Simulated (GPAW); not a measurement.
A calculation with GPAW 26.7.0 of GaAs (ASE script, structure typed inline):

The input run.py:

```python
from ase import Atoms
from ase.dft.bandgap import bandgap
from ase.io import write
from ase.units import GPa
from gpaw import GPAW, PW

atoms = Atoms(['Ga', 'As'],
              cell=[[0.0, 2.69589, 2.69589],
                    [2.69589, 0.0, 2.69589],
                    [2.69589, 2.69589, 0.0]],
              scaled_positions=[[0.0, 0.0, 0.0],
                                [0.5, 0.5, 0.5]],
              pbc=True)

calc = GPAW(mode=PW(600),
            xc='PBE',
            kpts={'size': (9, 9, 9), 'gamma': True},
            occupations={'name': 'fermi-dirac', 'width': 0.05},
            nbands=11,
            convergence={'density': 1e-05, 'energy': 1e-05},
            maxiter=150,
            txt='gpaw.txt')
atoms.calc = calc
energy = atoms.get_potential_energy()
forces = atoms.get_forces()
stress = atoms.get_stress()
calc.write('gs.gpw')
write('result.traj', atoms)
print(f'Energy: {energy:.6f} eV')
print('Forces (eV/A):')
print(forces.round(4))
print('Stress (GPa):', (stress / GPa).round(3))
print('Fermi level:', round(calc.get_fermi_level(), 4), 'eV')
print(f'Gap: {bandgap(calc)[0]:.4f} eV, direct: {bandgap(calc, direct=True)[0]:.4f} eV')
```

Potentials or basis: GPAW PAW data sets (gpaw-data 1.2.1), pw.

Run with:

```bash
$ OMP_NUM_THREADS=1 python run.py
```

The cell was built by a generator and needn't be a form met in nature.

Q: Write the same calculation in another form: native input, Cartesian positions.

A: As run:

The input run.py:

```python
from ase.io import read
from gpaw import PW
from gpaw.dft import DFT

atoms = read('GaAs.xyz')

dft = DFT(atoms,
          mode=PW(600),
          xc='PBE',
          kpts={'size': (9, 9, 9), 'gamma': True},
          occupations={'name': 'fermi-dirac', 'width': 0.05},
          nbands=11,
          convergence={'density': 1e-05, 'energy': 1e-05},
          maxiter=150,
          txt='gpaw.txt')
print(f'Energy: {dft.calculate_energy():.6f} eV')
print('Forces (eV/A):')
print(dft.calculate_forces().round(4))
print('Stress (eV/A^3):', dft.calculate_stress().round(6))
dft.write_gpw_file('gs.gpw')
```

The input GaAs.xyz:

```xyz
2
Lattice="0.0000000000 2.6958900000 2.6958900000 2.6958900000 0.0000000000 2.6958900000 2.6958900000 2.6958900000 0.0000000000" Properties=species:S:1:pos:R:3 pbc="T T T"
Ga     0.0000000000      0.0000000000      0.0000000000
As     2.6958900000      2.6958900000      2.6958900000
```

Potentials or basis: GPAW PAW data sets (gpaw-data 1.2.1), pw.

Command:

```bash
$ OMP_NUM_THREADS=1 python run.py
```

Both were run:

|  | ASE script, structure typed inline | native input, Cartesian positions |
| --- | --- | --- |
| Pressure | 0.3 GPa | 0.3 GPa |
| Band gap on the k mesh | none (metal or under the smearing width) | none (metal or under the smearing width) |

Keys that steer only the numerical path or the files written may differ.
